The energy less free atoms is the energy per atom of a metal minus the energy of the same atom standing alone, so a more negative value means stronger binding. It was computed with density-functional theory at the PBE level for five metals, all in the body-centred cubic (bcc) structure. The lone atoms were kept spherical, with their spins paired. Real atoms of these elements lower their energy by aligning spins, so the values are larger in size than true cohesive energies. They measure what a spin-paired atom gains by joining the metal.

Five bcc metals (space group Im-3m, one atom per cell), computed with Ansatz 0.2.0: all-electron LAPW, PBE, scalar-relativistic, no spin polarisation, fixed cells, basis error up to 1 meV/atom, Fermi-Dirac smearing of 0.05 eV (4d) or 0.08 eV (5d). Energies are relative to spherical, spin-unpolarised free atoms; positive pressure means compression.

| element | Z | group | period | cell | volume (Å³/atom) | shortest distance from M (Å) | energy less free atoms (eV/atom) | pressure (GPa) |
| --- | --- | --- | --- | --- | --- | --- | --- | --- |
| Mo | 42 | 6 | 5 | measured cell (COD) | 15.51 | 2.72 | -10.93 | 4.6 |
| Rh | 45 | 9 | 5 | relaxed with PAW | 14.47 | 2.66 | -6.92 | 0.0 |
| Ta | 73 | 5 | 6 | measured cell (COD) | 18.01 | 2.86 | -9.75 | 3.1 |
| W | 74 | 6 | 6 | measured cell (COD) | 16.30 | 2.77 | -11.43 | -2.7 |
| Ir | 77 | 9 | 6 | relaxed with PAW | 15.06 | 2.69 | -8.62 | -0.1 |

Of the three groups in the table, group 6 binds most strongly; groups 7 and 8 are not covered, so the peak itself could lie there. In the 4d row it weakens by 4.0 eV from Mo to Rh, and in the 5d row by 2.8 eV from W to Ir. On the other side of group 6, Ta binds 1.7 eV less than W. Bond length does not explain this order: the atoms in Ir sit 0.08 Å closer together than in W and yet are held less strongly.

The explanation starts from two limits. When atoms come together, their d levels spread into a band. The states in its lower part are bonding, with electron density shared between neighbours, and those in its upper part are antibonding. An empty d band gives no energy, and a full one gives none either, because the antibonding states take back what the bonding states gained. The gain must therefore peak in between, where the bonding half is full and the antibonding half is empty.

A simple model, usually named after Friedel, turns this into a formula. Let the ten d states per atom be spread evenly over a band of width w, centred on the atomic d level, and let N electrons fill it from below. Summing their energies relative to the atomic level gives −(w/20)·N·(10 − N), which vanishes at both limits and is largest at N = 5. If each atom keeps one electron in s-like states, N is the group number less one.

For Ir this count gives N = 8 and a product of 8 × 2 = 16, against 5 × 5 = 25 for W. With equal band widths, Ir should thus have 0.64 of the binding of W, and the table gives 0.75. The same ratio is expected for Rh against Mo, where the table gives 0.63. The width cancels in these ratios, so the only input is the assumed single s electron, on which the ratios do depend, and the output printed after this section compares it with all five metals, taking the group 6 metal of each period as the reference.

The calculation also shows where the filling stops. The density of states at the Fermi level, derived from the electronic entropy and so averaged over a small energy window, is only about 0.5 states per eV in Mo and 0.6 in W. In Rh and Ir it is 2.8 and 2.5. In group 6 the last electrons reach a valley between the lower and upper parts of the d band, whereas in group 9 they have climbed well into the upper part.

Single levels tell the same story for W and Rh. At the centre of the Brillouin zone, the upper pair of d levels lies 2.1 eV above the Fermi level in W and is empty. In Rh it lies 0.4 eV below the Fermi level and is filled. The electrons added after group 6 thus enter the upper part of the band, where they weaken the bonds.

Tantalum departs from the evenly spread band. The formula puts it at 0.96 of W, almost no loss, while the table gives 0.85. A bcc metal has a valley in the middle of its d band, with the states crowded on either side. In the extreme case of one bonding and one antibonding level, each electron up to the fifth would bring the same gain, and Ta would reach 4/5 = 0.80 of W. The computed value lies between the two limits, so the valley may supply part of the step from Ta to W. It cannot be the general correction, since the same extreme case gives only 2/5 for group 9, further from the table than before. The free atoms matter as well. The formula counts from atoms with one s electron, whereas spin-paired Ta and W atoms are lower in energy with two, Ta more so than W. Moving an electron from s to d on joining the metal then costs Ta more, which also lowers its ratio.

On the other side, the good result for Rh against Mo should not be taken as proof of the formula. The band width is not constant: at the zone corner H the d levels spread over 10.6 eV in W but only 6.6 eV in Rh. If these spreads stand for the widths, the expected ratio of Rh to W is (6.6 × 16)/(10.6 × 25) = 0.40, well below the 0.61 in the table. With this estimate, the d band alone loses too much binding from W to Rh. The comparison changes the row as well as the group, so it is only a rough guide to what happens along one row.

The formula also leaves out the repulsion between neighbouring atoms: with the spread at H as the width it gives 13.2 eV for W, more than the whole binding in the table. The limit of a full d band shows a missing contribution of the opposite sign. Silver and gold have filled d shells and are still firmly bound metals, held by their s electrons and by the mixing of s and d states. Such binding does not fade as N approaches ten, so it should make up a growing share of the total in Rh and Ir. The structure acts the other way. Both metals are face-centred cubic in nature, and in the bcc form used here they are less strongly bound, by some tenths of an eV as a rough recalled size.

The second regularity runs down the groups. W binds more strongly than Mo, and Ir more strongly than Rh, although the neighbours are 0.05 and 0.03 Å farther apart in the heavier metals. The standard reason is the larger reach of the 5d orbitals. They overlap more with those of the neighbours even at a slightly longer distance, and stronger overlap means a wider band and a larger gain for the same filling. Part of the 0.05 Å between Mo and W comes from the choice of cells, which were not relaxed at this level: the pressures in the table show that the Mo cell is slightly compressed and the W cell slightly stretched. The effect on the energies is only a few meV per atom.

The step from Mo to W is only 0.5 eV here, and the choice of free atom matters greatly for it. A real Mo atom has six unpaired electrons, a W atom four and a Ta atom three, and the more spins an atom can align, the more energy it recovers when it leaves the metal. The binding in the table exceeds rough recalled cohesive energies by about 4.1 eV for Mo, 2.5 eV for W and 1.7 eV for Ta, in the same order as the unpaired spins. These differences also contain the errors of PBE and, for W and Ta, the neglect of spin-orbit coupling, but their order agrees with the spin argument. The count of four for W goes with its two s electrons. The state with one s electron and six aligned spins lies close by, and PBE without spin-orbit coupling places it lowest, so the smaller difference for W reflects its preference for 6s as much as its spins.

This matters in practice when the values are used to judge evaporation. Evaporated atoms leave with their spins aligned, so the table overstates the energy needed to remove them, and among these three metals it does so most for Mo. By the same rough comparison, real W is held about 2 eV per atom more strongly than real Mo. The strength of the bonds and the cost of removing an atom are thus different quantities, and the spin energy of the free atom lies between them.

For a neighbouring metal, the reasoning gives a short recipe. Count the d electrons and ask how far they are from a half-filled band; then allow for wider bands in the 5d row and for s-electron binding near the end of each row. To obtain a cohesive energy, subtract what the free atom gains by relaxing to its ground state, in its spins and in its division of electrons between s and d, and use the stable structure; the errors of PBE and the missing spin-orbit coupling remain.

One feature is left to explain. The step from 4d to 5d is worth 1.7 eV in group 9 but only 0.5 eV in group 6, although spin energy has been kept out of both. The likely cause is that the four metals are not measured from equivalent starting points. Relativity lowers the 6s level, so a spin-paired W atom is markedly more stable with two s electrons than with one, while for Mo the two arrangements are about equal. W must pay to move an electron into d, which shrinks its step over Mo. By group 9 the d level has fallen, and Ir gains nothing from a second s electron. The same shift in W raises the ratio of Ir to W above the formula. The outputs do not list the atomic occupations, so the size of the effect is not fixed here. The spin-orbit coupling left out for W and Ir may also play a part. Recomputing the atoms with the same s and d occupations within each group would give the size of the first of these causes.

The analysis program printed:

```
Band filling and binding:
  row  assumed d electrons  N(10-N)/25  binding relative to group 6 of the period  states per eV at the Fermi level
   Mo                    5           1                                          1                            0.4757
   Rh                    8        0.64                                     0.6331                              2.84
   Ta                    4        0.96                                      0.853                             1.308
    W                    5           1                                          1                            0.6018
   Ir                    8        0.64                                     0.7542                             2.475
Mo binds more than Rh by, eV: 4.01
W binds more than Ir by, eV: 2.81
W binds more than Ta by, eV: 1.68
W binds more than Mo by, eV: 0.5
Ir binds more than Rh by, eV: 1.7
Distance in W less that in Mo, angstrom: 0.05
Distance in Ir less that in Rh, angstrom: 0.03
Distance in Ir less that in W, angstrom: -0.08
Spread of d levels at H in W, eV: 10.57
Spread of d levels at H in Rh, eV: 6.564
Top d triplet at H above the Fermi level in W, eV: 4.89
Top d triplet at H above the Fermi level in Rh, eV: 1.055
Upper d doublet at Gamma above the Fermi level in W, eV: 2.118
Upper d doublet at Gamma above the Fermi level in Rh, eV: -0.411
Rh to W ratio from N(10-N) times spread: 0.3974
Rh to W ratio of binding in the table: 0.6054
Mo binding here less rough recalled cohesive energy, eV: 4.13
W binding here less rough recalled cohesive energy, eV: 2.53
Ta binding here less rough recalled cohesive energy, eV: 1.65
Largest energy cost of the residual pressure, order, meV per atom: 3.939
Largest shift from smearing, eV per atom: 0.02605
```
